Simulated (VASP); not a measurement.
# W in VASP: notebook

One slab, W, is run at these levels: PBE+D3(BJ), optB86b-vdW, rev-vdW-DF2; tasks: single point.

All numbers are computed with VASP 6.6.1; they aren't measurements. Logs are shortened: lines on timing, memory, paths and dates and some standing lists are left out, and cuts for length are marked.

**1. Starting point**

The cell holds a slab with vacuum, 16 atoms: a = 6.320 Å, b = 5.473 Å, c = 23.203 Å, α = 90.00°, β = 90.00°, γ = 54.74°.

The cell was built by a generator and needn't be a form met in nature.

**2. Single point, PBE+D3(BJ)**

Input file INCAR:

```
SYSTEM = W
PREC     = Accurate       ! precision mode
ENCUT    = 400            ! plane-wave cutoff, eV
EDIFF    = 1E-6           ! SCF threshold, eV
ISMEAR   = 1              ! smearing method
SIGMA    = 0.1            ! smearing width, eV
LREAL    = Auto         
LASPH    = .True.         ! aspherical terms in the spheres
NELM     = 60             ! most SCF steps
ALGO     = Fast           ! electronic algorithm
ISIF     = 2              ! what is computed and relaxed
LWAVE    = .False.        ! write WAVECAR
LCHARG   = .False.        ! write CHGCAR
GGA      = PE             ! functional
IVDW     = 12             ! dispersion correction
ISYM     = 0
```

Input file KPOINTS:

```
regular mesh
0
Gamma
  5 6 1
  0 0 0
```

Input file POSCAR:

```
W
1.0
    6.3200000000      0.0000000000      0.0000000000
    3.1600000000      4.4689148571      0.0000000000
    0.0000000000      0.0000000000     23.2033722856
W
16
Direct
    0.7500000000      0.5000000000      0.1077000000
    0.2500000000      0.5000000000      0.1077000000
    0.7500000000      0.0000000000      0.1077000000
    0.2500000000      0.0000000000      0.1077000000
    0.0000000000      0.0000000000      0.2040000000
    0.5000000000      0.0000000000      0.2040000000
    0.0000000000      0.5000000000      0.2040000000
    0.5000000000      0.5000000000      0.2040000000
    0.7500000000      0.5000000000      0.3007000000
    0.2500000000      0.5000000000      0.3007000000
    0.7500000000      0.0000000000      0.3007000000
    0.2500000000      0.0000000000      0.3007000000
    0.0001000000      0.0000000000      0.3943000000
    0.5001000000      0.0000000000      0.3943000000
    0.0001000000      0.5000000000      0.3943000000
    0.5001000000      0.5000000000      0.3943000000
```

Potentials or basis: VASP PAW PBE potentials, release 64 (W_sv).

The run is started by

```
cat potpaw_PBE.64/W_sv/POTCAR > POTCAR
mpirun -np 4 vasp_std > vasp.out
```

OUTCAR:

```text
SYSTEM = W
   PREC = Accurate
   ENCUT = 400
   EDIFF = 1E-6
   ISMEAR = 1
   LREAL = Auto
   LASPH = .True.
   NELM = 60
   ISIF = 2
   GGA = PE
   IVDW = 12
   ISYM = 0
 IVDW          = 12

 ion  position               nearest neighbor table
   1  0.750  0.500  0.108-   3 2.74   3 2.74   4 2.74   4 2.74   8 2.74   7 2.74   2 3.16   2 3.16
                             6 3.16   5 3.16
   2  0.250  0.500  0.108-   4 2.74   3 2.74   4 2.74   3 2.74   8 2.74   7 2.74   1 3.16   1 3.16
                             5 3.16   6 3.16
   3  0.750  0.000  0.108-   1 2.74   1 2.74   2 2.74   2 2.74   6 2.74   5 2.74   4 3.16   4 3.16
                             8 3.16   7 3.16
   4  0.250  0.000  0.108-   2 2.74   1 2.74   2 2.74   1 2.74   6 2.74   5 2.74   3 3.16   3 3.16
                             7 3.16   8 3.16
   5  0.000  0.000  0.204-   7 2.74   7 2.74   8 2.74   8 2.74   3 2.74   4 2.74  12 2.74  11 2.74
                             6 3.16   6 3.16   1 3.16   2 3.16   9 3.17  10 3.17
   6  0.500  0.000  0.204-   8 2.74   7 2.74   8 2.74   7 2.74   3 2.74   4 2.74  12 2.74  11 2.74
                             5 3.16   5 3.16   2 3.16   1 3.16  10 3.17   9 3.17
   7  0.000  0.500  0.204-   5 2.74   5 2.74   6 2.74   6 2.74   1 2.74   2 2.74  10 2.74   9 2.74
                             8 3.16   8 3.16   3 3.16   4 3.16  11 3.17  12 3.17
   8  0.500  0.500  0.204-   6 2.74   5 2.74   6 2.74   5 2.74   1 2.74   2 2.74  10 2.74   9 2.74
                             7 3.16   7 3.16   4 3.16   3 3.16  12 3.17  11 3.17
   9  0.750  0.500  0.301-  16 2.69  15 2.69  11 2.74  11 2.74  12 2.74  12 2.74   7 2.74   8 2.74
                            13 3.12  14 3.12  10 3.16  10 3.16   5 3.17   6 3.17
  10  0.250  0.500  0.301-  15 2.69  16 2.69  12 2.74  11 2.74  12 2.74  11 2.74   7 2.74   8 2.74
                            14 3.12  13 3.12   9 3.16   9 3.16   6 3.17   5 3.17
  11  0.750  0.000  0.301-  14 2.69  13 2.69   9 2.74   9 2.74  10 2.74  10 2.74   5 2.74   6 2.74
                            15 3.12  16 3.12  12 3.16  12 3.16   7 3.17   8 3.17
  12  0.250  0.000  0.301-  13 2.69  14 2.69  10 2.74   9 2.74  10 2.74   9 2.74   5 2.74   6 2.74
                            16 3.12  15 3.12  11 3.16  11 3.16   8 3.17   7 3.17
  13  0.000  0.000  0.394-  12 2.69  11 2.69  15 2.74  15 2.74  16 2.74  16 2.74  10 3.12   9 3.12
                            14 3.16  14 3.16
  14  0.500  0.000  0.394-  11 2.69  12 2.69  16 2.74  15 2.74  16 2.74  15 2.74   9 3.12  10 3.12
                            13 3.16  13 3.16
  15  0.000  0.500  0.394-  10 2.69   9 2.69  13 2.74  13 2.74  14 2.74  14 2.74  12 3.12  11 3.12
                            16 3.16  16 3.16
  16  0.500  0.500  0.394-   9 2.69  10 2.69  14 2.74  13 2.74  14 2.74  13 2.74  11 3.12  12 3.12
                            15 3.16  15 3.16

IMPORTANT INFORMATION: All symmetrisations will be switched off!
NOSYMM: (Re-)initialisation of all symmetry stuff for point group C_1.

----------------------------------------------------------------------------------------

                                     Primitive cell

  volume of cell :     655.3454

  direct lattice vectors                    reciprocal lattice vectors
     6.320000000  0.000000000  0.000000000     0.158227848 -0.111883984  0.000000000
     3.160000000  4.468914857  0.000000000     0.000000000  0.223767969  0.000000000
     0.000000000  0.000000000 23.203372286     0.000000000  0.000000000  0.043097184

  length of vectors
     6.320000000  5.473280552 23.203372286     0.193788745  0.223767969  0.043097184

  position of ions in fractional coordinates (direct lattice)
     0.750000000  0.500000000  0.107700000
     0.250000000  0.500000000  0.107700000
     0.750000000  0.000000000  0.107700000
     0.250000000  0.000000000  0.107700000
     0.000000000  0.000000000  0.204000000
     0.500000000  0.000000000  0.204000000
[... 8 lines left out ...]
     0.000100000  0.500000000  0.394300000
     0.500100000  0.500000000  0.394300000

  ion indices of the primitive-cell ions
   primitive index   ion index
                 1           1
                 2           2
                 3           3
                 4           4
                 5           5
                 6           6
[... 8 lines left out ...]
                15          15
                16          16

----------------------------------------------------------------------------------------

 KPOINTS: regular mesh

Automatic generation of k-mesh.
 Grid dimensions read from file:
 generate k-points for:    5    6    1

 Generating k-lattice:

  Cartesian coordinates                     Fractional coordinates (reciprocal lattice)
     0.031645570 -0.022376797  0.000000000     0.200000000 -0.000000000  0.000000000
     0.000000000  0.037294661  0.000000000     0.000000000  0.166666667  0.000000000
     0.000000000  0.000000000  0.043097184     0.000000000  0.000000000  1.000000000

  Length of vectors
     0.038757749  0.037294661  0.043097184

  Shift w.r.t. Gamma in fractional coordinates (k-lattice)
     0.000000000  0.000000000  0.000000000

 -----------------------------------------------------------------------------
|                                                                             |
|           W    W    AA    RRRRR   N    N  II  N    N   GGGG   !!!           |
|           W    W   A  A   R    R  NN   N  II  NN   N  G    G  !!!           |
|           W    W  A    A  R    R  N N  N  II  N N  N  G       !!!           |
|           W WW W  AAAAAA  RRRRR   N  N N  II  N  N N  G  GGG   !            |
|           WW  WW  A    A  R   R   N   NN  II  N   NN  G    G                |
|           W    W  A    A  R    R  N    N  II  N    N   GGGG   !!!           |
|                                                                             |
|     Your reciprocal lattice and k-lattice belong to different lattice       |
|     classes:                                                                |
|                                                                             |
|        The reciprocal lattice is base centered orthorhombic,                |
|        whereas your k-lattice is simple monoclinic.                         |
|                                                                             |
|     Results are often still useful ...                                      |
|                                                                             |
 -----------------------------------------------------------------------------

 WARNING: IBZKPT: internal override: KBLOWUP is changed to .FALSE.
      ... skipping the blow-up phase ...

 Subroutine IBZKPT returns following result:
 ===========================================

 Found     16 irreducible k-points:

 Following reciprocal coordinates:
            Coordinates               Weight
  0.000000  0.000000  0.000000      1.000000
  0.200000 -0.000000  0.000000      2.000000
  0.400000  0.000000  0.000000      2.000000
  0.000000  0.166667  0.000000      2.000000
  0.200000  0.166667  0.000000      2.000000
  0.400000  0.166667  0.000000      2.000000
[... 8 lines left out ...]
  0.200000  0.500000  0.000000      2.000000
  0.400000  0.500000  0.000000      2.000000
   k-points           NKPTS =     16   k-points in BZ     NKDIM =     16   number of bands    NBANDS=    136
   number of dos      NEDOS =    301   number of ions     NIONS =     16
   total plane-waves  NPLWV = 241920
   dimension x,y,z NGX =    42 NGY =   36 NGZ =  160
   dimension x,y,z NGXF=    84 NGYF=   72 NGZF=  320
   ions per type =              16
   NGX,Y,Z   is equivalent  to a cutoff of  11.05, 10.93, 11.46 a.u.
   NGXF,Y,Z  is equivalent  to a cutoff of  22.10, 21.87, 22.93 a.u.
 SYSTEM =  W
   PREC   = accura    normal or accurate (medium, high low for compatibility)
   ISTART =      0    job   : 0-new  1-cont  2-samecut
   ICHARG =      2    charge: 1-file 2-atom 10-const
   ISPIN  =      1    spin polarized calculation?
   LNONCOLLINEAR =      F non collinear calculations
   LSORBIT =      F    spin-orbit coupling
   LASPH  =      T    aspherical Exc in radial PAW
   ENCUT  =  400.0 eV  29.40 Ry    5.42 a.u.  10.31  8.93 37.84*2*pi/ulx,y,z
   NELM   =     60;   NELMIN=  2; NELMDL= -5     # of ELM steps
   EDIFF  = 0.1E-05   stopping-criterion for ELM
   LREAL  =      T    real-space projection
   EDIFFG = 0.1E-04   stopping-criterion for IOM
   NSW    =      0    number of steps for IOM
   IBRION =     -1    ionic relax: 0-MD 1-quasi-New 2-CG
   NFREE  =      0    steps in history (QN), initial steepest desc. (CG)
   ISIF   =      2    stress and relaxation
   ISYM   =      0    0-nonsym 1-usesym 2-fastsym
   POTIM  = 0.5000    time-step for ionic-motion
   TEBEG  =    0.0;   TEEND  =   0.0 temperature during run
   PSTRESS=    0.0 pullay stress
   NELECT =     224.0000    total number of electrons
   NUPDOWN=      -1.0000    fix difference up-down
   EMIN   =  10.00;   EMAX   =-10.00  energy-range for DOS
   EFERMI =   0.00;   METHOD = LEGACY
   ISMEAR =     1;   SIGMA  =   0.10  broadening in eV -4-tet -1-fermi 0-gaus
   EFERMI_NEDOS =   21; number of points for ismear=-14 and -15
   IALGO  =     68    algorithm
   IMIX   =      4    mixing-type and parameters
     AMIX     =   0.40;   BMIX     =  1.00
     AMIX_MAG =   1.60;   BMIX_MAG =  1.00
  volume/ion in A,a.u.               =      40.96       276.41
  Fermi-wavevector in a.u.,A,eV,Ry     =   1.144636  2.163048 17.826240  1.310192
  Thomas-Fermi vector in A             =   2.281327
   LORBIT       =      0    0 simple, 1 ext, 2 COOP (PROOUT), +10 PAW based schemes
   GGA     = PE    functional components
   LHFCALC =     F    Hartree Fock is set to
   AEXX    =    0.0000 exact exchange contribution
   IVDW    =    12    specifies the selected vdW correction
   LEPSILON=     F    determine dielectric tensor
   LRPA    =     F    only Hartree local field effects (RPA)
 non-spin polarized calculation
 RMM-DIIS sequential band-by-band and
 Methfessel and Paxton  Order N= 1 SIGMA  =   0.10
  energy-cutoff  :      400.00
  volume of cell :      655.35
 maximum number of plane-waves:     11945
 NGX is ok and might be reduce to    42
   NGX = 21   NGY = 17   NGZ = 75

 number of electron     224.0000006 magnetization

 Free energy of the ion-electron system (eV)
  ---------------------------------------------------
  ext. energy  EPLUGINS =         0.00000000
  ---------------------------------------------------
  free energy    TOTEN  =      -195.64989230 eV

  energy without entropy =     -195.64760050  energy(sigma->0) =     -195.64912837

 E-fermi :   1.4943     XC(G=0):  -6.1937

 val. band max:        1.4885949584   @ k =   0.0000   0.1667   0.0000
 cond. band min:       1.5159523267   @ k =  -0.4000   0.3333   0.0000
 fundamental gap:      0.0273573683
 Fermi energy:         1.4942883870

 k-point     1 :       0.0000    0.0000    0.0000
  band No.  band energies     occupation
      1     -72.6824      2.00000
      2     -72.6148      2.00000
      3     -72.5843      2.00000
      4     -72.5843      2.00000
      5     -72.5525      2.00000
      6     -72.5525      2.00000
[... 116 lines left out ...]
    123       3.4315     -0.00000
    124       3.5533      0.00000

 k-point     2 :       0.2000   -0.0000    0.0000
  band No.  band energies     occupation
      1     -72.6737      2.00000
      2     -72.6084      2.00000
      3     -72.5949      2.00000
      4     -72.5817      2.00000
      5     -72.5573      2.00000
      6     -72.5551      2.00000
[... 1894 lines left out ...]
    123       2.7572     -0.00000
    124       2.8436     -0.00000
 [bands above 124 left out]

------------------------ aborting loop because EDIFF is reached ----------------------------------------

 Edisp (eV)   -7.98752

 E8    (eV) :    -4.2393

  FORCE on cell =-STRESS in cart. coord.  units (eV):
  Direction    XX          YY          ZZ          XY          YZ          ZX
  --------------------------------------------------------------------------------------
  -------------------------------------------------------------------------------------
  Total     -19.39694   -13.70239    -4.23403    -0.44327    -0.00008    -0.01043
  in kB     -47.42131   -33.49938   -10.35127    -1.08370    -0.00019    -0.02549
  external pressure =      -30.42 kB  Pullay stress =        0.00 kB

 VOLUME and BASIS-vectors are now :
 -----------------------------------------------------------------------------
  energy-cutoff  :      400.00
  volume of cell :      655.35
      direct lattice vectors                 reciprocal lattice vectors
     6.320000000  0.000000000  0.000000000     0.158227848 -0.111883984  0.000000000
     3.160000000  4.468914857  0.000000000     0.000000000  0.223767969  0.000000000
     0.000000000  0.000000000 23.203372286     0.000000000  0.000000000  0.043097184

 POSITION                                       TOTAL-FORCE (eV/Angst)
 -----------------------------------------------------------------------------------
      6.32000      2.23446      2.49900        -0.000326     -0.000075      0.487549
      3.16000      2.23446      2.49900        -0.000327     -0.000076      0.487546
      4.74000      0.00000      2.49900        -0.000331     -0.000078      0.487544
      1.58000      0.00000      2.49900        -0.000327     -0.000076      0.487549
      0.00000      0.00000      4.73349         0.000255      0.000046     -0.504552
      3.16000      0.00000      4.73349         0.000247      0.000042     -0.504556
[... 8 lines left out ...]
      1.58063      2.23446      9.14909        -0.001555      0.000136      0.031769
      4.74063      2.23446      9.14909        -0.001553      0.000130      0.031771
 -----------------------------------------------------------------------------------
    total drift:                                0.000593      0.000495     -0.012095

  FREE ENERGIE OF THE ION-ELECTRON SYSTEM (eV)
  ---------------------------------------------------
  free  energy   TOTEN  =      -203.6374141633 eV

  energy  without entropy=     -203.6351223586  energy(sigma->0) =     -203.63665023
```

Wall time 7.1 min (4 MPI ranks of Intel Xeon 6975P-C (Granite Rapids), shared host); peak memory 0.35 GiB.

Results:

```
Free energy                : -203.6374 eV
Largest force              : 0.505 eV/Å
Band gap on the k mesh     : none (metal or under the smearing width)
Dispersion energy per atom : -0.499 eV
```

Forces in eV/Å, atoms in the order of the input:
```
W    0.000  0.000  0.488
W    0.000  0.000  0.488
W    0.000  0.000  0.488
W    0.000  0.000  0.488
W    0.000  0.000 -0.505
W    0.000  0.000 -0.505
W    0.000  0.000 -0.505
W    0.000  0.000 -0.505
W    0.002  0.000 -0.015
W    0.002  0.000 -0.015
W    0.002  0.000 -0.015
W    0.002  0.000 -0.015
W   -0.002  0.000  0.032
W   -0.002  0.000  0.032
W   -0.002  0.000  0.032
W   -0.002  0.000  0.032
```

Spin-orbit coupling is left out, which matters for the levels of W.

**3. Single point, optB86b-vdW**

Changes to INCAR since step 2:

```diff
@@ -13,4 +13,7 @@
 LCHARG   = .False.        ! write CHGCAR
-GGA      = PE             ! functional
-IVDW     = 12             ! dispersion correction
+GGA      = MK             ! functional
+LUSE_VDW = .True.       
+AGGAC    = 0.0          
+PARAM1   = 0.1234       
+PARAM2   = 1.0          
 ISYM     = 0
```

KPOINTS is that of step 2.

POSCAR is that of step 2.

Potentials or basis: VASP PAW PBE potentials, release 64 (W_sv).

The run is started by

```
cat potpaw_PBE.64/W_sv/POTCAR > POTCAR
mpirun -np 4 vasp_std > vasp.out
```

Run time: 8.4 min. Hardware: 4 MPI ranks of Intel Xeon 6975P-C (Granite Rapids), shared host; peak memory 0.66 GiB.

The run converged. Its results:

```yaml
Free_energy: -148.8551 eV
Largest_force: 0.562 eV/Å
Band_gap_on_the_k_mesh: none (metal or under the smearing width)
```

Forces in eV/Å, atoms in the order of the input:
```
W    0.000  0.000  0.496
W    0.000  0.000  0.496
W    0.000  0.000  0.496
W    0.000  0.000  0.496
W    0.000  0.000 -0.562
W    0.000  0.000 -0.562
W    0.000  0.000 -0.562
W    0.000  0.000 -0.562
W    0.002  0.000  0.049
W    0.002  0.000  0.049
W    0.002  0.000  0.049
W    0.002  0.000  0.049
W   -0.002  0.000  0.018
W   -0.002  0.000  0.018
W   -0.002  0.000  0.018
W   -0.002  0.000  0.018
```

Levels at points of the mesh, in eV from the Fermi level:
```tsv
k point	band 108	band 109	band 110	band 111	band 112	band 113	band 114	band 115	band 116	band 117
(0.00, 0.00, 0.00)	0.65	0.69	0.77	0.77	0.78	0.78	0.80	1.10	1.14	1.71
(0.00, 0.50, 0.00)	-0.84	-0.84	-0.84	-0.71	-0.71	-0.61	-0.61	-0.35	-0.35	0.12
```

Caveat: the PAW data sets were made with another functional, which shifts forces and pressure a little.

**4. Single point, rev-vdW-DF2**

Changes to INCAR since step 3:

```diff
@@ -17,3 +17,4 @@
 PARAM1   = 0.1234       
-PARAM2   = 1.0          
+PARAM2   = 0.711357     
+ZAB_VDW  = -1.8867      
 ISYM     = 0
```

KPOINTS is that of step 3.

POSCAR is that of step 3.

The run is started by

```
cat potpaw_PBE.64/W_sv/POTCAR > POTCAR
mpirun -np 4 vasp_std > vasp.out
```

It took 8.4 min on 4 MPI ranks of Intel Xeon 6975P-C (Granite Rapids), shared host; peak memory 0.65 GiB.

Results (log left out):

| Quantity | Value |
| --- | --- |
| Free energy | -152.6503 eV |
| Largest force | 0.558 eV/Å |
| Band gap on the k mesh | none (metal or under the smearing width) |

Forces in eV/Å, atoms in the order of the input:
```
W    0.000  0.000  0.481
W    0.000  0.000  0.481
W    0.000  0.000  0.481
W    0.000  0.000  0.481
W    0.000  0.000 -0.558
W    0.000  0.000 -0.558
W    0.000  0.000 -0.558
W    0.000  0.000 -0.558
W    0.002  0.000  0.045
W    0.002  0.000  0.045
W    0.002  0.000  0.045
W    0.002  0.000  0.045
W   -0.002  0.000  0.032
W   -0.002  0.000  0.032
W   -0.002  0.000  0.032
W   -0.002  0.000  0.032
```

Levels at points of the mesh, in eV from the Fermi level:
```tsv
k point	band 110	band 111	band 112	band 113	band 114	band 115
(0.00, 0.00, 0.00)	0.78	0.78	0.78	0.79	0.80	1.10
(0.00, 0.50, 0.00)	-0.84	-0.71	-0.71	-0.62	-0.62	-0.36
```

Caveat: the PAW data sets were made with another functional, which shifts forces and pressure a little.

**5. Overview**

```csv
level,gap on the mesh (eV),largest force (eV/Å)
PBE+D3(BJ),none,0.50
optB86b-vdW,none,0.56
rev-vdW-DF2,none,0.56
```

Alike in all rows: task single point; potentials or basis VASP PAW PBE potentials, release 64 (W_sv); no spin polarisation; cell as given; k mesh 5 × 6 × 1; cutoff (eV) 400; smearing methfessel-paxton 0.1 eV.

Every run on the cell as given and a fine mesh finds a metal.

Caveats: the PAW data sets were made with another functional, which shifts forces and pressure a little (some runs).

Absolute energies hang on the potentials; compare differences alone.
